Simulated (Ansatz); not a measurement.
# Ge (P6_3mc) in Ansatz: notebook

One crystal, Ge, is run at these levels: LDA; tasks: single point, equation of state.

All numbers are computed with Ansatz 0.2.0; they aren't measurements. Logs are shortened: lines on timing, memory, paths and dates and some standing lists are left out, and cuts for length are marked.

### 1 The crystal as given

The structure is hexagonal, space group P6_3mc (No. 186). The conventional cell has a = 4.050 Å, b = 4.050 Å, c = 10.993 Å, α = 90.00°, β = 90.00°, γ = 120.00°. Ge (site symmetry 3m) has 3 Ge at 2.44 Å as nearest neighbours. Ge (site symmetry 3m) has 3 Ge at 2.44 Å as nearest neighbours.

This isn't the form of Ge at room conditions, which is diamond.

### 2 Single point, LDA, 36.71 Å³/atom (volume scaled by 0.94)

input.yaml

```yaml
crystal:
  lattice:
    - [3.9677200192, 0.0, 0.0]
    - [-1.9838600096, 3.4361463317, 0.0]
    - [0.0, 0.0, 10.7689417645]
  atoms:
    - { symbol: Ge, position: [0.6666666667, 0.3333333333, 0.414848] }
    - { symbol: Ge, position: [0.3333333333, 0.6666666667, 0.914848] }
    - { symbol: Ge, position: [0.0, 0.0, 0.477452] }
    - { symbol: Ge, position: [0.0, 0.0, 0.977452] }
kpoints:
  mp_grid: { grid: [8, 8, 3] }
scf:
  occupations: { method: fermi_dirac, width: 0.05 }
hamiltonian:
  xc: lda
  pseudopotentials: { kind: all_electron, lapw: { basis_error: 0.002 } }
output:
  forces: true
  stress: true
  eigenvalues: true
```

Potentials or basis: all-electron LAPW, scalar-relativistic.

Run with:

```sh
ansatz run input.yaml --threads 2 --pin off --max-ram 8192MiB --backend cpu --events-out ev --progress --plain --runs-dir out
```

Output:

```text
Warning: RAYON_NUM_THREADS=2 ignored (pool sized by the plan → 2); use --threads N
LAPW: plane waves up to 9.049 Å⁻¹, error target 2.0e-3 eV per atom; small_component_spin mean_spin; Ge in spheres of 1.194 Å, 22 of its electrons in bands, Dirac shells [] (how accurate: hamiltonian.pseudopotentials.lapw.basis_error, Limitations)
Engine: ansatz 0.2.0, aarch64-unknown-linux-gnu
Pseudopotentials: kind: all_electron
Pseudopotential: Ge, LAPW, valence charge 22, lapw/all_electron/scalar/gaussian/Ge, Koelling and Harmon's equation, gaussian nucleus
Functional definition: SPW92
  exchange = slater_x
  correlation = pw_c
Crystal: 4 atoms, lattice volume = 146.820 Å³
Basis set: ecut = 311.9666251989548 eV, 1855 PW (Γ), exchange–correlation at level 2
Bands: 53, of which v1, the nominal top of the filled ones, is band 44 counted from 1 (43 counted from 0)
Symmetry: 12 space group operations
Space group: P63mc (ITA 186), of the structure as read, at distance tolerance 5.3e-5 Å
k-points: 20 of 192 (time reversal used)
Non-local potential: Ge, projectors of the file, none
Initial density: superposition of atomic densities (chi_scale 0.1, normalization cell)
Initial wavefunctions: plane waves of lowest kinetic energy (no species holds an atomic orbital)
Functional: x = slater, c = lda
iter 1 solved again at ethr=1.20e-3 eV; its pass at ethr=1.00e-1 eV (dr2=1.06e0 eV) is discarded
SCF iter   1: F=—  HF=-228146.673780 eV  |F-HF|=—  |Δ(HF+E_count)|=         —  Δρ=2.28e-2  dr2=1.06e0  ethr=1.20e-3  ⟨swp⟩=2.1  Hψ=6735  notcnv=0
preconditioner: auto → Resta (q_TF=auto, 2.505 Å⁻¹)  ε∞=2.0  [insulator: Δε(μ)=0.671 eV  Ē_g=23.128 eV  σ=0.050 eV  W_gap=1.00  n_scr=38 (ndim 8)  ℏωp=22.9 eV  f_vac=0.368  D(μ)=0.01/eV (n_scr^D=0)  ε∞_Penn≈2.0]
SCF iter   2: F=—  HF=-228146.360495 eV  |F-HF|=—  |Δ(HF+E_count)|=   3.13e-1  Δρ=1.17e-2  dr2=3.00e-1  ethr=1.20e-3  ⟨swp⟩=2.2  Hψ=3144  notcnv=0
iter 3 solved again at ethr=1.93e-6 eV; its pass at ethr=3.41e-4 eV (dr2=1.70e-3 eV) is discarded
SCF iter   3: F=—  HF=-228146.276263 eV  |F-HF|=—  |Δ(HF+E_count)|=   8.42e-2  Δρ=1.13e-3  dr2=1.70e-3  ethr=1.93e-6  ⟨swp⟩=2.5  Hψ=5455  notcnv=0
SCF iter   4: F=—  HF=-228146.252731 eV  |F-HF|=—  |Δ(HF+E_count)|=         —  Δρ=6.76e-4  dr2=1.02e-3  ethr=1.93e-6  ⟨swp⟩=3.0  Hψ=3332  notcnv=0
the basis was enlarged: its passes take 111.1 KiB over the memory plan, 2 of 2 planned eigensolver slots
SCF iter   5: F=—  HF=-228146.253032 eV  |F-HF|=—  |Δ(HF+E_count)|=   3.01e-4  Δρ=1.11e-4  dr2=4.38e-5  ethr=1.16e-6  ⟨swp⟩=3.0  Hψ=2996  notcnv=0
SCF iter   6: F=—  HF=-228146.253049 eV  |F-HF|=—  |Δ(HF+E_count)|=   1.70e-5  Δρ=3.58e-5  dr2=3.74e-6  ethr=4.98e-8  ⟨swp⟩=3.0  Hψ=3059  notcnv=0
SCF iter   7: F=—  HF=-228146.253054 eV  |F-HF|=—  |Δ(HF+E_count)|=   4.98e-6  Δρ=1.40e-5  dr2=5.74e-7  ethr=4.25e-9  ⟨swp⟩=3.0  Hψ=3095  notcnv=0
SCF iter   8: F=—  HF=-228146.253053 eV  |F-HF|=—  |Δ(HF+E_count)|=   9.03e-7  Δρ=5.85e-6  dr2=9.77e-8  ethr=6.53e-10  ⟨swp⟩=2.4  Hψ=2983  notcnv=0
SCF iter   9: F=-228146.253053 eV  HF=-228146.253053 eV  |F-HF|=7.54e-9  |Δ(HF+E_count)|=   1.59e-8  Δρ=1.75e-6  dr2=6.39e-9  ethr=1.11e-10  ⟨swp⟩=3.0  Hψ=3005  notcnv=0
SCF 1 converged in 9 iterations: F = -228146.253053 eV  dr2 = 6.39e-9
SCF converged after 9 iterations
Free energy (F): -228146.253053 eV
Harris-Foulkes:  -228146.253053 eV  (|F-HF|=7.54e-9)
Internal energy: -228146.252893 eV  (E = F + TS)
E sigma→0 (E₀):  -228146.252973 eV
Entropy (-TS):   -0.000160 eV (-0.040 meV/atom)
Fermi energy:    3.940145 eV
--- Per-component energies (eV) ---
  E_band       = -4657.806555
  E_kinetic    = 232841.162138
  E_xc         = -8354.792606
  E_electrostatic = -452632.622425  (all electrons and nuclei)
  E_smearing   = -0.000160  (= −TS)
  E_closure    = 0.000000  (closes the sum)
  E_atoms      = -228127.887022  (free atoms, spherical and without spin; not in F)
  Σ components = -228146.253053   (vs F -228146.253053, Δ=0.00e0)
  Basis errors (estimates in eV, not in F): energy 9.3e-4 per atom: plane waves 8.6e-4 (5.3e-4 summed), levels above the bands 1.3e-54, relativity 5.0e-9, radial functions 6.7e-5, core shells 4.3e-10; eigenvalues (radial functions only) 8.4e-7; not estimated: angular momenta, meshes, grids; target (lapw.basis_error) 2.0e-3; muffin-tin radii Ge 1.194 Å
--- Forces (eV/Å), atoms counted from 1 ---
  atom   1  Ge     0.00000000     0.00000000     0.12163379
  atom   2  Ge    -0.00000000    -0.00000000     0.12163379
  atom   3  Ge    -0.00000000    -0.00000000    -0.12163421
  atom   4  Ge     0.00000000     0.00000000    -0.12163421
  max |Σ_I F_I| component: 8.41e-7 eV/Å
--- Stress (GPa, compression-positive) ---
       -0.751829      -0.000000       0.000000
       -0.000000      -0.751829      -0.000000
        0.000000      -0.000000      -0.913460
  P = ⅓ Tr σ = -0.8057 GPa (-8.057 kbar)
--- Band table (eV; the first three rows and the last of 20) ---
  k-point 0: bands = ["-158.6298", "-158.6298", "-158.6216", "-158.6216", "-106.3341", "-106.3341", "-106.3249", "-106.3249", "-106.2509", "-106.2509", "-106.2509", "-106.2509", "-106.2353", "-106.2353", "-106.2353", "-106.2353", "-20.6805", "-20.6805", "-20.6805", "-20.6805", "-20.6202", "-20.6202", "-20.6201", "-20.6201", "-20.6069", "-20.6067", "-20.5288", "-20.5288", "-20.4125", "-20.4125", "-20.4125", "-20.4125", "-20.3792", "-20.3792", "-20.3792", "-20.3792", "-7.6341", "-7.5977", "0.0777", "0.6315", "3.5286", "3.5286", "3.5410", "3.5410", "4.5566", "4.7264", "5.4164", "7.8865", "7.9155", "7.9155", "7.9500", "7.9500", "10.0884"]
  k-point 1: bands = ["-158.6298", "-158.6298", "-158.6216", "-158.6216", "-106.3341", "-106.3341", "-106.3249", "-106.3249", "-106.2509", "-106.2509", "-106.2509", "-106.2509", "-106.2353", "-106.2353", "-106.2353", "-106.2353", "-20.6805", "-20.6805", "-20.6805", "-20.6805", "-20.6201", "-20.6201", "-20.6201", "-20.6201", "-20.6068", "-20.6068", "-20.5287", "-20.5287", "-20.4125", "-20.4125", "-20.4125", "-20.4125", "-20.3792", "-20.3792", "-20.3792", "-20.3792", "-7.6251", "-7.6069", "0.2004", "0.4748", "3.5317", "3.5317", "3.5379", "3.5379", "4.5686", "4.6289", "5.9741", "7.1143", "7.9239", "7.9239", "7.9411", "7.9411", "10.3887"]
  k-point 2: bands = ["-158.6297", "-158.6297", "-158.6217", "-158.6217", "-106.3341", "-106.3341", "-106.3249", "-106.3249", "-106.2510", "-106.2510", "-106.2505", "-106.2505", "-106.2356", "-106.2356", "-106.2351", "-106.2351", "-20.6884", "-20.6883", "-20.6876", "-20.6876", "-20.6275", "-20.6275", "-20.6100", "-20.6100", "-20.5942", "-20.5942", "-20.5199", "-20.5199", "-20.4304", "-20.4304", "-20.4304", "-20.4304", "-20.3673", "-20.3673", "-20.3619", "-20.3619", "-7.4558", "-7.4199", "0.0208", "0.4002", "1.9946", "2.2404", "3.1744", "3.1957", "5.5414", "5.9009", "5.9671", "7.4853", "7.8970", "8.1280", "8.5631", "8.6026", "10.1845"]
  k-point 19: bands = ["-158.6295", "-158.6295", "-158.6219", "-158.6219", "-106.3342", "-106.3342", "-106.3250", "-106.3250", "-106.2519", "-106.2519", "-106.2465", "-106.2465", "-106.2393", "-106.2393", "-106.2342", "-106.2342", "-20.7329", "-20.7329", "-20.6795", "-20.6795", "-20.6737", "-20.6737", "-20.5704", "-20.5704", "-20.5275", "-20.5275", "-20.4962", "-20.4962", "-20.4891", "-20.4891", "-20.4349", "-20.4349", "-20.4136", "-20.4136", "-20.2838", "-20.2838", "-4.8909", "-4.8828", "-3.9928", "-3.9909", "0.2146", "0.2202", "3.4339", "3.5650", "4.3048", "4.3246", "8.2987", "8.3699", "8.9736", "8.9827", "10.2543", "10.6778", "11.3536"]
```

Wall time 38 s (2 threads of Arm Neoverse V2, shared host); peak memory 0.5 GiB.

Results:

```
Free energy            : -228146.2531 eV
Pressure               : -0.8 GPa
Largest force          : 0.122 eV/Å
Band gap on the k mesh : 0.70 eV, indirect (least direct gap 0.71 eV)
```

Caveat: an odd mesh through Γ misses points on the zone boundary, where band edges often lie.

### 3 Single point, LDA, 37.49 Å³/atom (volume scaled by 0.96)

input.yaml, as its differences from that of step 2:

```diff
@@ -2,5 +2,5 @@
   lattice:
-    - [3.9677200192, 0.0, 0.0]
-    - [-1.9838600096, 3.4361463317, 0.0]
-    - [0.0, 0.0, 10.7689417645]
+    - [3.9956626301, 0.0, 0.0]
+    - [-1.997831315, 3.4603453426, 0.0]
+    - [0.0, 0.0, 10.8447818813]
   atoms:
```

Potentials or basis: all-electron LAPW, scalar-relativistic.

Run with:

```sh
ansatz run input.yaml --threads 2 --pin off --max-ram 8192MiB --backend cpu --events-out ev --progress --plain --runs-dir out
```

Run time: 38 s. Hardware: 2 threads of Arm Neoverse V2, shared host; peak memory 0.5 GiB.

Results (log left out):

```
Free energy            : -228146.2309 eV
Pressure               : -1.4 GPa
Largest force          : 0.177 eV/Å
Band gap on the k mesh : 0.69 eV, indirect (least direct gap 0.70 eV)
```

Caveat: an odd mesh through Γ misses points on the zone boundary, where band edges often lie.

### 4 Single point, LDA, 38.27 Å³/atom (volume scaled by 0.98)

input.yaml, as its differences from that of step 3:

```diff
@@ -2,5 +2,5 @@
   lattice:
-    - [3.9956626301, 0.0, 0.0]
-    - [-1.997831315, 3.4603453426, 0.0]
-    - [0.0, 0.0, 10.8447818813]
+    - [4.0232197949, 0.0, 0.0]
+    - [-2.0116098974, 3.4842105474, 0.0]
+    - [0.0, 0.0, 10.919575844]
   atoms:
```

Run with:

```sh
ansatz run input.yaml --threads 2 --pin off --max-ram 8192MiB --backend cpu --events-out ev --progress --plain --runs-dir out
```

It took 35 s on 2 threads of Arm Neoverse V2, shared host; peak memory 0.49 GiB.

The run converged. Its results:

* Free energy: -228146.1972 eV
* Pressure: -2.0 GPa
* Largest force: 0.228 eV/Å
* Band gap on the k mesh: 0.68 eV, indirect (least direct gap 0.69 eV)

Caveat: an odd mesh through Γ misses points on the zone boundary, where band edges often lie.

### 5 Single point, LDA, 39.05 Å³/atom

input.yaml, as its differences from that of step 4:

```diff
@@ -2,5 +2,5 @@
   lattice:
-    - [4.0232197949, 0.0, 0.0]
-    - [-2.0116098974, 3.4842105474, 0.0]
-    - [0.0, 0.0, 10.919575844]
+    - [4.0504045371, 0.0, 0.0]
+    - [-2.0252022685, 3.5077532247, 0.0]
+    - [0.0, 0.0, 10.993359]
   atoms:
```

Run with:

```sh
ansatz run input.yaml --threads 2 --pin off --max-ram 8192MiB --backend cpu --events-out ev --progress --plain --runs-dir out
```

Wall time 36 s (2 threads of Arm Neoverse V2, shared host); peak memory 0.49 GiB.

Results (log left out):

| Quantity | Value |
| --- | --- |
| Free energy | -228146.1529 eV |
| Pressure | -2.5 GPa |
| Largest force | 0.274 eV/Å |
| Band gap on the k mesh | 0.56 eV, indirect (least direct gap 0.68 eV) |

Caveat: an odd mesh through Γ misses points on the zone boundary, where band edges often lie.

### 6 Single point, LDA, 39.83 Å³/atom (volume scaled by 1.02)

input.yaml, as its differences from that of step 5:

```diff
@@ -2,5 +2,5 @@
   lattice:
-    - [4.0504045371, 0.0, 0.0]
-    - [-2.0252022685, 3.5077532247, 0.0]
-    - [0.0, 0.0, 10.993359]
+    - [4.07722919, 0.0, 0.0]
+    - [-2.0386145949, 3.5309840555, 0.0]
+    - [0.0, 0.0, 11.0661648237]
   atoms:
```

Potentials or basis: all-electron LAPW, scalar-relativistic.

Run with:

```sh
ansatz run input.yaml --threads 2 --pin off --max-ram 8192MiB --backend cpu --events-out ev --progress --plain --runs-dir out
```

Wall time 36 s (2 threads of Arm Neoverse V2, shared host); peak memory 0.49 GiB.

The run converged. Its results:

- Free energy: -228146.0996 eV
- Pressure: -2.9 GPa
- Largest force: 0.316 eV/Å
- Band gap on the k mesh: 0.44 eV, indirect (least direct gap 0.58 eV)

Caveat: an odd mesh through Γ misses points on the zone boundary, where band edges often lie.

### 7 Single point, LDA, 40.61 Å³/atom (volume scaled by 1.04)

input.yaml, as its differences from that of step 6:

```diff
@@ -2,5 +2,5 @@
   lattice:
-    - [4.07722919, 0.0, 0.0]
-    - [-2.0386145949, 3.5309840555, 0.0]
-    - [0.0, 0.0, 11.0661648237]
+    - [4.103705446, 0.0, 0.0]
+    - [-2.051852723, 3.5539131659, 0.0]
+    - [0.0, 0.0, 11.1380250504]
   atoms:
```

Run with:

```sh
ansatz run input.yaml --threads 2 --pin off --max-ram 8192MiB --backend cpu --events-out ev --progress --plain --runs-dir out
```

Run time: 35 s. Hardware: 2 threads of Arm Neoverse V2, shared host; peak memory 0.48 GiB.

Results (log left out):

```
Free energy            : -228146.0383 eV
Pressure               : -3.3 GPa
Largest force          : 0.356 eV/Å
Band gap on the k mesh : 0.34 eV, indirect (least direct gap 0.50 eV)
```

Caveat: an odd mesh through Γ misses points on the zone boundary, where band edges often lie.

### 8 Single point, LDA, 41.39 Å³/atom (volume scaled by 1.06)

input.yaml, as its differences from that of step 7:

```diff
@@ -2,5 +2,5 @@
   lattice:
-    - [4.103705446, 0.0, 0.0]
-    - [-2.051852723, 3.5539131659, 0.0]
-    - [0.0, 0.0, 11.1380250504]
+    - [4.129844402, 0.0, 0.0]
+    - [-2.064922201, 3.5765501658, 0.0]
+    - [0.0, 0.0, 11.2089697979]
   atoms:
```

Run with:

```sh
ansatz run input.yaml --threads 2 --pin off --max-ram 8192MiB --backend cpu --events-out ev --progress --plain --runs-dir out
```

Run time: 35 s. Hardware: 2 threads of Arm Neoverse V2, shared host; peak memory 0.48 GiB.

It converged, with:

* Free energy: -228145.9702 eV
* Pressure: -3.6 GPa
* Largest force: 0.395 eV/Å
* Band gap on the k mesh: 0.25 eV, indirect (least direct gap 0.42 eV)

Caveat: an odd mesh through Γ misses points on the zone boundary, where band edges often lie.

### 9 Equation of state, LDA

Potentials or basis: all-electron LAPW, scalar-relativistic.

This step only gathers the single runs of the series.

What came out:

- Equilibrium volume: 35.86 Å³/atom (rough: see the caveat)
- Bulk modulus at fixed shape and positions: 36 GPa (rough)

Energy against volume, from the lowest point:
```
volume (Å³/atom)  energy (meV/atom)
          36.705               0.00
          37.486               5.55
          38.267              13.97
          39.048              25.04
          39.829              38.37
          40.610              53.68
          41.391              70.71
```

Caveat: the minimum lies outside the volumes run; the cell was scaled at fixed shape and fractional positions, which overstates the stiffness of a crystal with free parameters, most of all of layers and chains.
